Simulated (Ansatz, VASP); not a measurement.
# Co: VASP beside Ansatz

The input INCAR:

```
SYSTEM = Co
PREC = Accurate ; ENCUT = 520
EDIFF = 1E-6 ; ISMEAR = -1
SIGMA = 0.1 ; LREAL = .FALSE.
LASPH = .TRUE. ; NELM = 150
ALGO = Normal ; ISIF = 2
LWAVE = .FALSE. ; LCHARG = .FALSE.
ISPIN = 2 ; MAGMOM = 1.96 1.96
LORBIT = 11 ; LMAXMIX = 4
GGA = PS ; NBANDS = 20
```

File KPOINTS:

```
regular mesh
0
G
  12 12 6
  0 0 0
```

File POSCAR:

```
Co
1.0
    0.0000000000      1.7978500000      1.7978500000
    1.7978500000      0.0000000000      1.7978500000
    3.5957000000      3.5957000000      0.0000000000
Co
2
Direct
    0.0000000000      0.0000000000      0.0000000000
    0.0000000000      0.0000000000      0.5000000000
```

Input for Ansatz:

```yaml
crystal:
  lattice:
    - [0.0, 1.79785, 1.79785]
    - [1.79785, 0.0, 1.79785]
    - [3.5957, 3.5957, 0.0]
  atoms:
    - { symbol: Co, position: [0.0, 0.0, 0.0] }
    - { symbol: Co, position: [0.0, 0.0, 0.5] }
hamiltonian:
  xc: pbesol
  pseudopotentials: { kind: paw }
basis:
  ecutwfc: 420
kpoints:
  mp_grid: { grid: [12, 12, 6] }
scf:
  occupations: { method: fermi_dirac, width: 0.1 }
  lower_state_search: "off"
output:
  forces: true
  stress: true
magnetization:
  spin_polarized: true
```

Alike in both runs: task single point; functional PBEsol; k mesh 12 × 12 × 6; occupations fermi-dirac, width 0.1 eV; collinear spin.

|  | VASP | Ansatz |
| --- | --- | --- |
| version | VASP 6.6.1 | Ansatz 0.2.0 |
| potentials or method | VASP PAW PBE potentials, release 64 (Co) | PAW, plane waves, scalar-relativistic |
| plane-wave cutoff (eV) | 520 | 420 |
| valence electrons in the cell | 18 | 34 |

```csv
,VASP,Ansatz,Ansatz less VASP
pressure (GPa),-20.1,-19.8,+0.33
net moment per atom (μB),1.70,1.71,+0.008
size of the moment on the site where the two differ most (μB),1.73,1.78,+0.053
```

Site moments also hang on the region over which each program counts them. The two sets of potentials don't hold the same shells in valence. Ansatz warned: «no_starting_moments».

Caveats: so large a pressure means that the cell lies far from this level's equilibrium, or that cutoff or potentials fall short (VASP); the potentials were made for another functional, which shifts forces and pressure (VASP).
